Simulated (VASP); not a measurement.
# GaAs in VASP: one cell, several levels of theory

GaAs (zincblende), under -0.8 % biaxial strain in x and y, free along z is computed at one geometry. Runs: PBE, r2SCAN.

Code: VASP 6.6.1. PAW datasets, plane waves. Computed at 0 K without zero-point motion; spin polarisation is off.

## (1) The structure to begin with

The cell comes from an earlier relaxation with r2SCAN in another program, then strained, with the atoms relaxed again.

It is tetragonal, I-4m2 (No. 119); conventional cell a = 3.976 Å, c = 5.703 Å, 22.54 Å³ an atom. Near Ga stand 4 As at 2.45 Å; near As stand 4 Ga at 2.45 Å.

The structure in full:

```xyz
2
Lattice="0.0000 2.8113 2.8516 2.8113 0.0000 2.8516 2.8113 2.8113 0.0000" Properties=species:S:1:pos:R:3 pbc="T T T"
Ga    0.0000    0.0000    0.0000
As    1.4056    1.4056    1.4258
```

## (2) PBE at this geometry

File INCAR:

```
ENCUT = 520.000000
SIGMA = 0.020000
EDIFF = 1.00e-07
GGA = PE
PREC = Accurate
IBRION = -1
ISIF = 2
ISMEAR = -1
NBANDS = 16
NELM = 120
NSW = 0
LASPH = .TRUE.
LCHARG = .FALSE.
LWAVE = .FALSE.
LREAL = .FALSE.
```

File KPOINTS:

```
KPOINTS created by Atomic Simulation Environment
0
Gamma
8 8 8
0 0 0
```

File KPOINTS_OPT:

```
special points
6
Reciprocal
0.0000000000 0.0000000000 0.0000000000 1
-0.5000000000 -0.5000000000 0.0000000000 1
-0.3750000000 -0.3750000000 0.2500000000 1
-0.3750000000 0.0000000000 0.3750000000 1
0.0000000000 0.0000000000 0.5000000000 1
-0.5000000000 -0.2500000000 0.2500000000 1
```

File POSCAR:

```
Ga As
 1.0000000000000000
     0.0000000000000000    2.8112703396000001    2.8516095965999999
     2.8112703396000001    0.0000000000000000    2.8516095965999999
     2.8112703396000001    2.8112703396000001    0.0000000000000000
 Ga  As
   1   1
Cartesian
  0.0000000000000000  0.0000000000000000  0.0000000000000000
  1.4056351698000000  1.4056351698000000  1.4258047983000000
```

Potentials: the recommended PBE PAW datasets, 18 valence electrons in the neutral cell.

Launch:

```
$ mpirun -np 1 vasp_std
```

Printed to the terminal (iteration lines stand in OSZICAR):

```text
POSCAR found type information on POSCAR GaAs
 POSCAR found :  2 types and       2 ions
 LDA part: xc-table for (Slater+PW92), standard interpolation
 POSCAR, INCAR and KPOINTS ok, starting setup
 FFT: planning ... GRIDC
 FFT: planning ... GRID_SOFT
 FFT: planning ... GRID
 WAVECAR not read
 entering main loop
 Start KPOINTS_OPT (optional k-point list driver)
k-point batch [1-6\6]
```

OSZICAR:

```text
N       E                     dE             d eps       ncg     rms          rms(c)
DAV:   1     0.825630667064E+02    0.82563E+02   -0.89647E+03  1968   0.152E+03
DAV:   2    -0.177931552829E+01   -0.84342E+02   -0.80371E+02  2144   0.312E+02
DAV:   3    -0.830753775387E+01   -0.65282E+01   -0.65068E+01  2320   0.665E+01
DAV:   4    -0.840336411687E+01   -0.95826E-01   -0.95815E-01  2424   0.888E+00
DAV:   5    -0.840464873596E+01   -0.12846E-02   -0.12846E-02  2360   0.944E-01    0.291E+00
DAV:   6    -0.826231286411E+01    0.14234E+00   -0.21159E-01  2912   0.795E+00    0.176E+00
DAV:   7    -0.824229184913E+01    0.20021E-01   -0.64336E-02  2320   0.183E+00    0.561E-01
DAV:   8    -0.824311750824E+01   -0.82566E-03   -0.10297E-02  2288   0.114E+00    0.110E-01
DAV:   9    -0.824351579335E+01   -0.39829E-03   -0.94066E-04  2384   0.359E-01    0.504E-02
DAV:  10    -0.824358164005E+01   -0.65847E-04   -0.72139E-05  2544   0.889E-02    0.274E-02
DAV:  11    -0.824363181339E+01   -0.50173E-04   -0.70312E-05  2088   0.631E-02    0.306E-03
DAV:  12    -0.824363209132E+01   -0.27793E-06   -0.11989E-06  2472   0.153E-02    0.143E-03
DAV:  13    -0.824363240239E+01   -0.31107E-06   -0.52919E-07  2288   0.509E-03    0.679E-04
DAV:  14    -0.824363239006E+01    0.12339E-07   -0.86269E-09  1856   0.972E-04
   1 F= -.82436324E+01 E0= -.82436324E+01  d E =-.922799E-08
       N       E                     dE             ncg
DAV:   1     0.216820378543E+04   -0.35329E+04      200
DAV:   2     0.168877423392E+04   -0.47943E+03      208
DAV:   3     0.165208045917E+04   -0.36694E+02      224
DAV:   4     0.165151079988E+04   -0.56966E+00      248
DAV:   5     0.165150325198E+04   -0.75479E-02      232
DAV:   6     0.165150293298E+04   -0.31900E-03      304
DAV:   7     0.165150293134E+04   -0.16471E-05      248
DAV:   8     0.165150293128E+04   -0.60851E-07      216
```

The lines after F= are the extra pass for the points of KPOINTS_OPT, at fixed density; their E is not a total energy.

OUTCAR, selected sections:

```text
k-points           NKPTS =     59   k-points in BZ     NKDIM =     59   number of bands    NBANDS=     16

   NELECT =      18.0000    total number of electrons

   dimension x,y,z NGX =    30 NGY =   30 NGZ =   30
   dimension x,y,z NGXF=    60 NGYF=   60 NGZF=   60

  energy-cutoff  :      520.00
  volume of cell :       45.07
      direct lattice vectors                 reciprocal lattice vectors
     0.000000000  2.811270340  2.851609597    -0.177855538  0.177855538  0.175339570
     2.811270340  0.000000000  2.851609597     0.177855538 -0.177855538  0.175339570
     2.811270340  2.811270340  0.000000000     0.177855538  0.177855538 -0.175339570

 k-points in reciprocal lattice and weights: KPOINTS created by Atomic Simulation Env
   0.00000000  0.00000000  0.00000000       0.002
   0.12500000  0.00000000  0.00000000       0.016
   0.25000000  0.00000000  0.00000000       0.016
   0.37500000  0.00000000  0.00000000       0.016
   0.50000000  0.00000000  0.00000000       0.008
   0.12500000  0.12500000  0.00000000       0.004
   0.25000000  0.12500000  0.00000000       0.016
   0.37500000  0.12500000  0.00000000       0.016
[... 51 more k-points ...]

 E-fermi :   4.2440

 k-point     1 :       0.0000    0.0000    0.0000
  band No.  band energies     occupation
      1     -10.8608      2.00000
      2     -10.8572      2.00000
      3     -10.8572      2.00000
      4     -10.7799      2.00000
      5     -10.7777      2.00000
      6      -8.7870      2.00000
      7       3.8990      2.00000
      8       3.9828      2.00000
      9       3.9828      2.00000
     10       4.4911      0.00001
     11       7.6721      0.00000
     12       7.6721      0.00000
     13       7.7106      0.00000
     14      11.5492      0.00000
     15      13.9385      0.00000
     16      14.2215      0.00000

 k-point     2 :       0.1250    0.0000    0.0000
  band No.  band energies     occupation
      1     -10.8722      2.00000
      2     -10.8559      2.00000
      3     -10.8537      2.00000
      4     -10.7801      2.00000
      5     -10.7777      2.00000
      6      -8.6038      2.00000
      7       1.9932      2.00000
      8       3.6844      2.00000
      9       3.7516      2.00000
     10       5.5581      0.00000
     11       8.0241      0.00000
     12       8.0255      0.00000
     13       8.1696      0.00000
     14      12.4838      0.00000
     15      13.1245      0.00000
     16      13.3237      0.00000

 k-point     3 :       0.2500    0.0000    0.0000
  band No.  band energies     occupation
      1     -10.9018      2.00000
      2     -10.8482      2.00000
      3     -10.8460      2.00000
      4     -10.7799      2.00000
      5     -10.7770      2.00000
      6      -8.0920      2.00000
      7      -0.1877      2.00000
      8       3.2291      2.00000
      9       3.3197      2.00000
     10       5.4111      0.00000
     11       8.5355      0.00000
     12       8.5661      0.00000
     13       9.9239      0.00000
     14      12.8559      0.00000
     15      13.0202      0.00000
     16      13.0208      0.00000

 k-point     4 :       0.3750    0.0000    0.0000
  band No.  band energies     occupation
      1     -10.9283      2.00000
      2     -10.8420      2.00000
      3     -10.8398      2.00000
      4     -10.7781      2.00000
      5     -10.7746      2.00000
      6      -7.4061      2.00000
      7      -1.9405      2.00000
      8       2.8775      2.00000
      9       2.9875      2.00000
     10       5.0822      0.00000
     11       8.6011      0.00000
     12       8.6823      0.00000
     13      11.6082      0.00000
     14      12.9365      0.00000
     15      14.1252      0.00000
     16      14.1911      0.00000

 k-point     5 :       0.5000    0.0000    0.0000
  band No.  band energies     occupation
      1     -10.9386      2.00000
      2     -10.8400      2.00000
      3     -10.8378      2.00000
      4     -10.7767      2.00000
      5     -10.7730      2.00000
      6      -7.0147      2.00000
      7      -2.6964      2.00000
      8       2.7510      2.00000
      9       2.8683      2.00000
     10       4.9574      0.00000
     11       8.5447      0.00000
     12       8.6387      0.00000
     13      11.7133      0.00000
     14      14.3683      0.00000
     15      15.7706      0.00000
     16      15.8918      0.00000

[... the tables of k-points 6 to 59 left out ...]

  Total        1.1050185      1.1050185      0.8621438      0.0000000      0.0000000      0.0000000
  in kB       39.2784964     39.2784964     30.6453788      0.0000000      0.0000000      0.0000000
  external PRESSURE =      36.4007905 kB  Pullay stress =       0.0000000 kB

 POSITION                                       TOTAL-FORCE (eV/Angst)
 -----------------------------------------------------------------------------------
      0.00000      0.00000      0.00000        -0.000000     -0.000000     -0.000000
      1.40564      1.40564      1.42580         0.000000      0.000000      0.000000
 -----------------------------------------------------------------------------------
    total drift:                                0.000001      0.000001      0.000002

  FREE ENERGIE OF THE ION-ELECTRON SYSTEM (eV)
  ---------------------------------------------------
  free  energy   TOTEN  =        -8.2436323901 eV

  energy  without entropy=       -8.2436323808  energy(sigma->0) =       -8.24363239
```

Run time: 20 s. Hardware: 1 MPI rank of Intel Xeon 6975P-C, shared host; peak memory 0.21 GiB.

The levels at the points of KPOINTS_OPT are read from vasprun.xml.

Band energies at the special points (eV, zero at the top of v, the last band that the electrons fill by count):

| point | v−1 | v | c | c+1 |
| --- | --- | --- | --- | --- |
| Γ | 0.00 | 0.00 | 0.51 | 3.69 |
| X | -2.65 | -2.65 | 1.49 | 1.71 |
| U | -3.90 | -2.23 | 2.01 | 4.72 |
| K | -3.90 | -2.33 | 1.89 | 4.56 |
| L | -1.23 | -1.11 | 0.97 | 4.56 |
| W | -3.57 | -3.38 | 4.65 | 4.73 |

The PBE gap is 0.51 eV, direct at Γ. Pressure: 3.64 GPa; the forces vanish within 0.01 eV/Å.

## (3) r2SCAN

File INCAR:

```
ENCUT = 520.000000
SIGMA = 0.010000
EDIFF = 1.00e-07
ALGO = Normal
METAGGA = R2SCAN
PREC = Accurate
IBRION = -1
ISIF = 2
ISMEAR = 0
NBANDS = 16
NELM = 120
NSW = 0
LASPH = .TRUE.
LCHARG = .FALSE.
LWAVE = .FALSE.
LREAL = .FALSE.
```

KPOINTS is that of step 2.

KPOINTS_OPT is that of step 2.

POSCAR is that of step 2.

Launch:

```
$ mpirun -np 1 vasp_std
```

Standard output, without the iteration lines:

```text
POSCAR found type information on POSCAR GaAs
 POSCAR found :  2 types and       2 ions
 -----------------------------------------------------------------------------
|                                                                             |
|                                                                             |
|     You enforced a specific xc type in the INCAR file but a different       |
|     I HOPE YOU KNOW WHAT YOU ARE DOING!                                     |
|                                                                             |
 -----------------------------------------------------------------------------

 LDA part: xc-table for (None), standard interpolation
 POSCAR, INCAR and KPOINTS ok, starting setup
 FFT: planning ... GRIDC
 FFT: planning ... GRID_SOFT
 FFT: planning ... GRID
 WAVECAR not read
 entering main loop
 Start KPOINTS_OPT (optional k-point list driver)
k-point batch [1-6\6]
```

OSZICAR:

```text
N       E                     dE             d eps       ncg     rms          rms(c)
DAV:   1     0.643283400280E+02    0.64328E+02   -0.92188E+03  1968   0.157E+03
DAV:   2    -0.222522932175E+02   -0.86581E+02   -0.82489E+02  2144   0.321E+02
DAV:   3    -0.290283480142E+02   -0.67761E+01   -0.67544E+01  2280   0.687E+01
DAV:   4    -0.291279996362E+02   -0.99652E-01   -0.99639E-01  2448   0.923E+00
DAV:   5    -0.291293135450E+02   -0.13139E-02   -0.13139E-02  2304   0.975E-01    0.319E+00
DAV:   6    -0.270544966464E+02    0.20748E+01   -0.50132E-01  2248   0.131E+01    0.193E+00
DAV:   7    -0.270468348116E+02    0.76618E-02   -0.16564E-01  2208   0.340E+00    0.861E-01
DAV:   8    -0.270504265893E+02   -0.35918E-02   -0.81106E-03  2456   0.727E-01    0.315E-01
DAV:   9    -0.270508478671E+02   -0.42128E-03   -0.13324E-03  2344   0.417E-01    0.464E-02
DAV:  10    -0.270508588760E+02   -0.11009E-04   -0.12539E-04  2416   0.798E-02    0.218E-02
DAV:  11    -0.270508539000E+02    0.49760E-05   -0.15496E-05  2232   0.285E-02    0.249E-03
DAV:  12    -0.270508535280E+02    0.37200E-06   -0.76065E-07  2456   0.144E-02    0.102E-03
DAV:  13    -0.270508551698E+02   -0.16418E-05   -0.76239E-08  1800   0.292E-03    0.312E-04
DAV:  14    -0.270508556883E+02   -0.51853E-06   -0.41657E-08  1232   0.381E-03    0.908E-05
DAV:  15    -0.270508556378E+02    0.50526E-07   -0.48865E-09  1208   0.106E-03
   1 F= -.27050856E+02 E0= -.27050856E+02  d E =-.195152E-62
       N       E                     dE             ncg
DAV:   1     0.212669357196E+04   -0.35744E+04      200
DAV:   2     0.162938393201E+04   -0.49731E+03      208
DAV:   3     0.159125211590E+04   -0.38132E+02      224
DAV:   4     0.159066743095E+04   -0.58468E+00      248
DAV:   5     0.159065959945E+04   -0.78315E-02      240
DAV:   6     0.159065926786E+04   -0.33159E-03      304
DAV:   7     0.159065926571E+04   -0.21570E-05      240
DAV:   8     0.159065926561E+04   -0.97792E-07      208
```

Parts of OUTCAR:

```text
k-points           NKPTS =     59   k-points in BZ     NKDIM =     59   number of bands    NBANDS=     16

   NELECT =      18.0000    total number of electrons

   dimension x,y,z NGX =    30 NGY =   30 NGZ =   30
   dimension x,y,z NGXF=    60 NGYF=   60 NGZF=   60

  energy-cutoff  :      520.00
  volume of cell :       45.07
      direct lattice vectors                 reciprocal lattice vectors
     0.000000000  2.811270340  2.851609597    -0.177855538  0.177855538  0.175339570
     2.811270340  0.000000000  2.851609597     0.177855538 -0.177855538  0.175339570
     2.811270340  2.811270340  0.000000000     0.177855538  0.177855538 -0.175339570

 k-points in reciprocal lattice and weights: KPOINTS created by Atomic Simulation Env
   0.00000000  0.00000000  0.00000000       0.002
   0.12500000  0.00000000  0.00000000       0.016
   0.25000000  0.00000000  0.00000000       0.016
   0.37500000  0.00000000  0.00000000       0.016
   0.50000000  0.00000000  0.00000000       0.008
   0.12500000  0.12500000  0.00000000       0.004
   0.25000000  0.12500000  0.00000000       0.016
   0.37500000  0.12500000  0.00000000       0.016
[... 51 more k-points ...]

 E-fermi :   3.8464

 k-point     1 :       0.0000    0.0000    0.0000
  band No.  band energies     occupation
      1     -11.5408      2.00000
      2     -11.5372      2.00000
      3     -11.5372      2.00000
      4     -11.4495      2.00000
      5     -11.4471      2.00000
      6      -9.5258      2.00000
      7       3.6430      2.00000
      8       3.7307      2.00000
      9       3.7308      2.00000
     10       4.7150      0.00000
     11       7.7295      0.00000
     12       7.7296      0.00000
     13       7.7722      0.00000
     14      11.9598      0.00000
     15      14.1910      0.00000
     16      14.4799      0.00000

 k-point     2 :       0.1250    0.0000    0.0000
  band No.  band energies     occupation
      1     -11.5541      2.00000
      2     -11.5356      2.00000
      3     -11.5334      2.00000
      4     -11.4498      2.00000
      5     -11.4471      2.00000
      6      -9.3325      2.00000
      7       1.7893      2.00000
      8       3.4233      2.00000
      9       3.4935      2.00000
     10       5.6890      0.00000
     11       8.0947      0.00000
     12       8.1020      0.00000
     13       8.2876      0.00000
     14      12.8992      0.00000
     15      13.3937      0.00000
     16      13.5971      0.00000

 k-point     3 :       0.2500    0.0000    0.0000
  band No.  band energies     occupation
      1     -11.5874      2.00000
      2     -11.5272      2.00000
      3     -11.5250      2.00000
      4     -11.4495      2.00000
      5     -11.4463      2.00000
      6      -8.7945      2.00000
      7      -0.4969      2.00000
      8       2.9514      2.00000
      9       3.0459      2.00000
     10       5.5305      0.00000
     11       8.6317      0.00000
     12       8.6612      0.00000
     13      10.1688      0.00000
     14      13.1760      0.00000
     15      13.2950      0.00000
     16      13.3663      0.00000

 k-point     4 :       0.3750    0.0000    0.0000
  band No.  band energies     occupation
      1     -11.6165      2.00000
      2     -11.5203      2.00000
      3     -11.5181      2.00000
      4     -11.4477      2.00000
      5     -11.4439      2.00000
      6      -8.0757      2.00000
      7      -2.3353      2.00000
      8       2.5845      2.00000
      9       2.6992      2.00000
     10       5.1937      0.00000
     11       8.7024      0.00000
     12       8.7843      0.00000
     13      11.8913      0.00000
     14      13.3648      0.00000
     15      14.4613      0.00000
     16      14.5345      0.00000

 k-point     5 :       0.5000    0.0000    0.0000
  band No.  band energies     occupation
      1     -11.6276      2.00000
      2     -11.5180      2.00000
      3     -11.5158      2.00000
      4     -11.4464      2.00000
      5     -11.4424      2.00000
      6      -7.6663      2.00000
      7      -3.1271      2.00000
      8       2.4521      2.00000
      9       2.5743      2.00000
     10       5.0661      0.00000
     11       8.6443      0.00000
     12       8.7393      0.00000
     13      11.9999      0.00000
     14      14.8551      0.00000
     15      16.2090      0.00000
     16      16.3401      0.00000

[... the tables of k-points 6 to 59 left out ...]

  Total        0.3143876      0.3143876      0.0377690      0.0000000      0.0000000     -0.0000000
  in kB       11.1750808     11.1750808      1.3425212      0.0000000      0.0000000     -0.0000000
  external PRESSURE =       7.8975609 kB  Pullay stress =       0.0000000 kB

 POSITION                                       TOTAL-FORCE (eV/Angst)
 -----------------------------------------------------------------------------------
      0.00000      0.00000      0.00000         0.000000      0.000000     -0.000000
      1.40564      1.40564      1.42580        -0.000000     -0.000000      0.000000
 -----------------------------------------------------------------------------------
    total drift:                                0.000006      0.000006     -0.000008

  FREE ENERGIE OF THE ION-ELECTRON SYSTEM (eV)
  ---------------------------------------------------
  free  energy   TOTEN  =       -27.0508556378 eV

  energy  without entropy=      -27.0508556378  energy(sigma->0) =      -27.05085564
```

Run time: 84 s. Hardware: 1 MPI rank of Intel Xeon 6975P-C, shared host; peak memory 0.21 GiB.

The levels at the points of KPOINTS_OPT are read from vasprun.xml.

Band energies at the special points (eV, zero at the top of v, the last band that the electrons fill by count):

| point | v−1 | v | c | c+1 |
| --- | --- | --- | --- | --- |
| Γ | 0.00 | 0.00 | 0.98 | 4.00 |
| X | -2.75 | -2.75 | 1.79 | 2.01 |
| U | -4.01 | -2.31 | 2.32 | 5.11 |
| K | -4.01 | -2.41 | 2.20 | 4.94 |
| L | -1.28 | -1.16 | 1.34 | 4.91 |
| W | -3.68 | -3.47 | 5.05 | 5.08 |

Gap with r2SCAN: 0.98 eV, direct (Γ). The pressure is 0.79 GPa; the forces vanish within 0.01 eV/Å.

## (4) Summary

| level | gap (eV) | pressure (GPa) |
| --- | --- | --- |
| PBE | 0.51 | 3.64 |
| r2SCAN | 0.98 | 0.79 |

In words: The gap spans 0.51 eV (PBE) to 0.98 eV (r2SCAN). The pressure is highest with PBE (3.6 GPa) and lowest with r2SCAN (0.8 GPa), which orders the cells that they would relax to.
